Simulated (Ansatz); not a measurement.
Wanted: the native input for an Ansatz 0.2.0 run.

```yaml
Task: single point
Functional: PBE
Potentials_or_basis: Ansatz PAW
Cutoff: "420 eV (not typed: the program's choice for these potentials)"
k_mesh: 3 × 6 × 1
Occupations: fermi-dirac, width 0.05 eV
Spin: no spin polarisation
Hubbard_terms: Mo d U = 4 eV
Hubbard_projectors: ortho-atomic (the default)
Double_counting: fll (the default)
```

Slab: Te2Mo, a slab with vacuum.

```xyz
6
Lattice="6.3616 0.0000 0.0000 0.0000 3.4804 0.0000 -0.0857 0.0000 36.1759" Properties=species:S:1:pos:R:3 pbc="T T T"
Te    2.6844    2.6103   19.5604
Te    3.5915    0.8701   16.6155
Te    5.8104    0.8701   20.1329
Te    0.4655    2.6103   16.0430
Mo    1.1110    0.8701   17.9963
Mo    5.1649    2.6103   18.1796
```

The input as run:

input.yaml

```yaml
crystal:
  lattice:
    - [6.3616090156, 0.0, 0.0]
    - [0.0, 3.48040306, 0.0]
    - [-0.0857412231, 0.0, 36.1758904685]
  atoms:
    - { symbol: Te, position: [0.4292511, 0.75, 0.54070358] }
    - { symbol: Te, position: [0.5707489, 0.25, 0.45929642] }
    - { symbol: Te, position: [0.92084787, 0.25, 0.55652732] }
    - { symbol: Te, position: [0.07915213, 0.75, 0.44347268] }
    - { symbol: Mo, position: [0.18134756, 0.25, 0.49746537] }
    - { symbol: Mo, position: [0.81865244, 0.75, 0.50253463] }
hamiltonian:
  xc: pbe
  pseudopotentials: { kind: paw }
  hubbard: { sites: [{ species: Mo, l: d, u_eff: 4.0 }] }
kpoints:
  mp_grid: { grid: [3, 6, 1] }
scf:
  occupations: { method: fermi_dirac, width: 0.05 }
output:
  forces: true
  stress: true
  eigenvalues: true
  write_density: true
  write_potential: true
  elf: true
  volumetric_format: npy
```

Potentials or basis: Ansatz PAW.

Command:

```bash
$ ansatz run input.yaml --threads 2 --pin off --max-ram 5632MiB --backend cpu --events-out ev --progress --plain --runs-dir out
```

Results of the run:

The largest force is 0.209 eV/Å and the band gap on the k mesh is none (metal or under the smearing width).

Caveat: U without spin polarisation on a metal has little footing; the U is typed as a test and isn't derived for this compound.

Run time: 11 s on 2 threads of Intel(R) Xeon(R) 6975P-C (Granite Rapids), with other jobs on the host, peak memory 1.3 GiB.
